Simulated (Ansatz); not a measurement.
The geometry is COD entry 7038081, unchecked; take it as a test cell.

SnS₂: DFT, PBEsol, PAW with Ansatz's default frozen-core files, scalar-relativistic (Ansatz 0.2.0).

Command: `ansatz run input.yaml --threads 1 --pin off --max-ram 6144MiB --backend cpu --events-out ev --progress --plain --runs-dir out` The run took 26 s on 1 thread of Arm Neoverse V2 (shared host), peak memory 0.41 GiB.

```yaml
crystal:
  lattice:
    - [3.5983003419, 0.0, 0.0]
    - [-1.7991501709, 3.1162195065, 0.0]
    - [0.0, 0.0, 5.494]
  atoms:
    - { symbol: Sn, position: [0.0, 0.0, 0.0] }
    - { symbol: S, position: [0.6666666667, 0.3333333333, 0.2639] }
    - { symbol: S, position: [0.3333333333, 0.6666666667, 0.7361] }
kpoints:
  mp_grid: { grid: [10, 10, 6] }
  band_path:
    path:
      - [0.0, 0.0, 0.0]
      - [0.5, 0.0, 0.0]
      - [0.3333333333, 0.3333333333, 0.0]
      - [0.0, 0.0, 0.0]
      - [0.0, 0.0, 0.5]
      - [0.5, 0.0, 0.5]
      - [0.3333333333, 0.3333333333, 0.5]
      - [0.0, 0.0, 0.5]
      - [0.5, 0.0, 0.5]
    npoints: 14
scf:
  occupations: { method: fermi_dirac, width: 0.01 }
hamiltonian:
  xc: pbesol
  pseudopotentials: { kind: paw }
output:
  forces: true
  stress: true
  eigenvalues: true
  efg: { contact_densities: true }
  populations: true
  bader: true
  dos: { projected: true, de: 0.2, e_range: [-14, 8] }
  write_density: true
  write_potential: true
  elf: true
  volumetric_format: npy
```

Output:

```
Sn: output.efg is read without spin–orbit coupling, which moves field gradients at and beside such atoms by some per cent and up to a factor of two; PAW files take it under magnetization.noncollinear and magnetization.spin_orbit
Engine: ansatz 0.2.0
Pseudopotentials: kind: paw
Pseudopotential: Sn, paw, valence charge 14, recommended cutoff 420 eV (normal)
Pseudopotential: S, paw, valence charge 6, recommended cutoff 420 eV (normal)
Functional definition: PBEsol
  exchange = pbesol_x
  correlation = pbesol_c
Crystal: 3 atoms, lattice volume = 61.605 Å³
Basis set: ecut = 420 eV, 1183 PW (Γ), exchange–correlation on 50×50×80 points (8 copies of the dense FFT grid, shifted against one another)
Bands: 17, of which v1, the nominal top of the filled ones, is band 13 counted from 1 (12 counted from 0)
Symmetry: 12 space group operations
Space group: P-3m1 (ITA 164), of the structure as read, at distance tolerance 3.9e-5 Å
k-points: 72 of 600
Non-local potential: Sn, projectors of the file, l = 0: 2, l = 1: 2, l = 2: 2, l = 3: 2
Non-local potential: S, projectors of the file, l = 0: 2, l = 1: 2, l = 2: 2
PAW form: soft (Blöchl's): semilocal exchange-correlation on the pseudo side does not see the compensation charge
PAW frozen core: Sn, regenerated for the run's functional, and the local potential with it (the file was generated under x = pbe(κ = 0.804, μ = 0.2195149727645171), c = pbe(β = 0.06672455060314922))
PAW frozen core: S, regenerated for the run's functional, and the local potential with it (the file was generated under x = pbe(κ = 0.804, μ = 0.2195149727645171), c = pbe(β = 0.06672455060314922))
PAW one-centre angular grid: Sn, 590 points (default); XC on 64 Gauss nodes
PAW one-centre angular grid: S, 110 points (default); XC on 64 Gauss nodes
Initial density: superposition of atomic densities (neutral atoms: chi_scale 0, normalization atom), corrected by the library's trained network
Initial wavefunctions: pseudopotential atomic-orbital guess
Functional: x = pbesol(κ = 0.804, μ = 0.12345679012345678), c = pbesol(β = 0.046)
SCF iter   1: F=—  HF=-7720.755171 eV  |F-HF|=—  |Δ(HF+E_count)|=         —  Δρ=5.02e-3  dr2=2.50e-2  ethr=1.77e-3  ⟨swp⟩=6.5  Hψ=7333  notcnv=0
preconditioner: auto → Resta (q_TF=auto, 2.363 Å⁻¹)  ε∞=3.2  [insulator: Δε(μ)=0.943 eV  Ē_g=16.212 eV  σ=0.010 eV  W_gap=1.00  n_scr=22 (ndim 8)  ℏωp=24.1 eV  f_vac=0.008  D(μ)=0.00/eV (n_scr^D=0)  ε∞_Penn≈3.2]
SCF iter   2: F=—  HF=-7720.746979 eV  |F-HF|=—  |Δ(HF+E_count)|=   8.19e-3  Δρ=2.10e-3  dr2=2.87e-3  ethr=9.61e-5  ⟨swp⟩=2.6  Hψ=2326  notcnv=0
SCF iter   3: F=—  HF=-7720.746255 eV  |F-HF|=—  |Δ(HF+E_count)|=   7.24e-4  Δρ=5.15e-4  dr2=1.29e-4  ethr=1.10e-5  ⟨swp⟩=2.1  Hψ=2455  notcnv=0
SCF iter   4: F=—  HF=-7720.746261 eV  |F-HF|=—  |Δ(HF+E_count)|=   5.77e-6  Δρ=2.31e-4  dr2=2.71e-5  ethr=4.94e-7  ⟨swp⟩=2.1  Hψ=2141  notcnv=0
SCF iter   5: F=—  HF=-7720.746262 eV  |F-HF|=—  |Δ(HF+E_count)|=   8.24e-7  Δρ=3.41e-5  dr2=6.73e-7  ethr=1.04e-7  ⟨swp⟩=2.6  Hψ=2027  notcnv=0
SCF iter   6: F=-7720.746262 eV  HF=-7720.746262 eV  |F-HF|=3.24e-8  |Δ(HF+E_count)|=   3.83e-7  Δρ=6.78e-6  dr2=2.60e-8  ethr=3.85e-10  ⟨swp⟩=10.2  Hψ=9627  notcnv=0
SCF 1 converged in 6 iterations: F = -7720.746262 eV  dr2 = 2.60e-8
  greatest PAW one-centre occupation: 0.994 electrons in one spin orbital (limit 2), on the Sn atom at site 0 (counted from 0), in its partial waves of l = 2
NSCF: frozen V_eff on 113 k-points
SCF converged after 6 iterations
Free energy (F): -7720.746262 eV
Harris-Foulkes:  -7720.746262 eV  (|F-HF|=3.24e-8)
Internal energy: -7720.746262 eV  (E = F + TS)
E sigma→0 (E₀):  -7720.746262 eV
Fermi energy:    8.684880 eV
--- Per-component energies (eV) ---
  E_band       = -88.226833
  E_kinetic    = 403.749401
  E_local      = -1396.507733  (includes V_loc(G=0)·N_el)
  E_nonlocal   = 29.452167
  E_hartree    = 760.466284
  E_xc         = -570.878520
  E_vxc        = -271.410281  (∫ρ·V_xc dr)
  E_paw        = -5239.812242  (= ΣΔE_a)
  E_vpaw       = -374.442583  (= ΣTr[D̂ρ^β])
  E_aug_tail   = 0.000003  (compensation charges beyond the density's cutoff)
  E_ewald      = -1707.624361
  E_core_change = 0.408738  (= ΣΔE_core)
  E_smearing   = -0.000000  (= −TS)
  E_closure    = 0.000000  (closes the sum)
  Σ components = -7720.746262   (vs F -7720.746262, Δ=0.00e0)
--- Forces (eV/Å), atoms counted from 1 ---
  atom   1  Sn     0.00000000     0.00000000     0.00000000
  atom   2  S     -0.00000000    -0.00000000     0.35107907
  atom   3  S      0.00000000     0.00000000    -0.35107907
  max |Σ_I F_I| component: 5.55e-17 eV/Å
--- Stress (GPa, compression-positive) ---
        5.383064       0.000000      -0.000000
        0.000000       5.383064      -0.000000
       -0.000000       0.000000       5.943569
  P = ⅓ Tr σ = 5.5699 GPa (55.699 kbar)
--- PAW observables at the nuclei: V_zz in 10²¹ V/m², potentials from the cell's mean, atoms counted from 1 ---
  atom   1  Sn V_zz =    +1.082779   η = 0.0000   by run symmetry: allowed
            electrostatic potential = -8171.087417 V   contact ρ = 1234521.148983 e/Å³
  atom   2  S  V_zz =    -4.363555   η = 0.0000   by run symmetry: allowed
            electrostatic potential = -1635.545099 V   contact ρ = 19704.806620 e/Å³
  atom   3  S  V_zz =    -4.363555   η = 0.0000   by run symmetry: allowed
            electrostatic potential = -1635.545099 V   contact ρ = 19704.806620 e/Å³
--- Band table (eV; the first three rows and the last of 72) ---
  k-point 0: bands = ["-13.1092", "-13.1092", "-13.0549", "-13.0212", "-13.0212", "-6.4803", "-3.9990", "1.7011", "7.1159", "7.1159", "7.3110", "7.3110", "8.1926", "9.8798", "11.2796", "13.3011", "13.3011"]
  k-point 1: bands = ["-13.1092", "-13.1092", "-13.0547", "-13.0212", "-13.0212", "-6.4131", "-4.1726", "2.0432", "7.0457", "7.0457", "7.4077", "7.4077", "7.4571", "10.3979", "11.3318", "13.1696", "13.1696"]
  k-point 2: bands = ["-13.1092", "-13.1092", "-13.0544", "-13.0212", "-13.0212", "-6.2505", "-4.5266", "2.8741", "6.2317", "6.9688", "6.9688", "7.5393", "7.5393", "11.0330", "11.4349", "12.9284", "12.9284"]
  k-point 71: bands = ["-13.1562", "-13.1233", "-13.0309", "-13.0140", "-12.9886", "-3.8122", "-3.5537", "0.5041", "3.1024", "3.3659", "4.0157", "7.6291", "7.6738", "11.1701", "13.0123", "13.2045", "14.7799"]
--- Löwdin populations: 3 sites ---
  site symbol       q [e]
     0     Sn     13.2404
     1      S      6.3008
     2      S      6.3008
  spilling = 0.006076 (of n_electrons = 26.000000)
--- Bader charges: 3 sites ---
  site symbol  charge [e]  shift [e]
     0     Sn      1.5342     0.0005
     1      S     -0.7671     0.0002
     2      S     -0.7671     0.0002
  estimated error of the sums over rays = 6.9e-4 e
```

populations.tsv:

```
# site	symbol	l	j	q
# orbitals = lowdin
# n_electrons = 26.000000
# spilling = 0.006076
0	Sn	0_5S	-	1.205427
0	Sn	1_5P	-	2.038050
0	Sn	2_4D	-	9.996972
1	S	0_3S	-	1.774099
1	S	1_3P	-	4.526683
2	S	0_3S	-	1.774099
2	S	1_3P	-	4.526683
```

bader_charges.tsv:

```
# site	symbol	x_ang	y_ang	z_ang	partial_charge_e	electrons	volume_ang3	relative_density_drop	shared_charge_e	partial_wave_shift_e
# quadrature_error_electrons = 6.9e-4
0	Sn	0.0000	0.0000	0.0000	1.53417	48.46583	14.35	-	1.53417	0.00048
1	S	1.7992	1.0387	1.4499	-0.76708	16.76708	23.63	-	-0.76708	0.00024
2	S	0.0000	2.0775	4.0441	-0.76708	16.76708	23.63	-	-0.76708	0.00024
```
